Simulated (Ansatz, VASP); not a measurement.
**Ti: VASP beside Ansatz**

INCAR

```
SYSTEM = Ti
  PREC = Accurate
  ENCUT = 520
  EDIFF = 1E-7
  ISMEAR = -1
  SIGMA = 0.1
  LREAL = .FALSE.
  LASPH = .TRUE.
  NELM = 100
  ALGO = Normal
  ISIF = 2
  LWAVE = .FALSE.
  LCHARG = .TRUE.
  GGA = PS
  LELF = .TRUE.
  LVHAR = .TRUE.
  NBANDS = 19
```

Contents of KPOINTS:

```
regular mesh
0
G
  11 11 11
  0 0 0
```

File POSCAR:

```
Ti
1.0
    0.0000000000      2.8032757376      2.8032757376
    2.8032757376      0.0000000000      2.8032757376
    2.8032757376      2.8032757376      0.0000000000
Ti
2
Direct
    0.1250000000      0.1250000000      0.1250000000
    0.8750000000      0.8750000000      0.8750000000
```

Input for Ansatz:

```yaml
crystal:
  lattice:
    - [0.0, 2.8032757376, 2.8032757376]
    - [2.8032757376, 0.0, 2.8032757376]
    - [2.8032757376, 2.8032757376, 0.0]
  atoms:
    - { symbol: Ti, position: [0.125, 0.125, 0.125] }
    - { symbol: Ti, position: [0.875, 0.875, 0.875] }
hamiltonian:
  xc: pbesol
  pseudopotentials:
    kind: paw
    azcp:
      Ti: "pseudopotentials/Ti.paw.azcp"
basis:
  ecutwfc: 420
  fft_grid_basis: typed
kpoints:
  mp_grid: { grid: [11, 11, 11], shift: [0, 0, 0] }
magnetization:
  spin_polarized: false
scf:
  occupations: { method: fermi_dirac, width: 0.1 }
  lower_state_search: "off"
output:
  stress: true
```

Alike in both runs: task single point; functional PBEsol; k mesh 11 × 11 × 11; occupations fermi-dirac, width 0.1 eV; no spin polarisation.

```csv
,VASP,Ansatz
version,VASP 6.6.1,Ansatz 0.2.0
potentials or method,"VASP PAW PBE potentials, release 64 (Ti_sv)","plane waves (420 eV) with PAW, scalar-relativistic"
plane-wave cutoff (eV),520,420
valence electrons in the cell,24,24
```

VASP gave:

* pressure (GPa): -1.2

**Question.** Estimate Ansatz's values.

**Answer.** Pressure (GPa): -1.3.

Ansatz warned: «pseudo_functional_mismatch».

Caveats: the PAW data sets were made with another functional, which shifts forces and pressure a little (VASP).
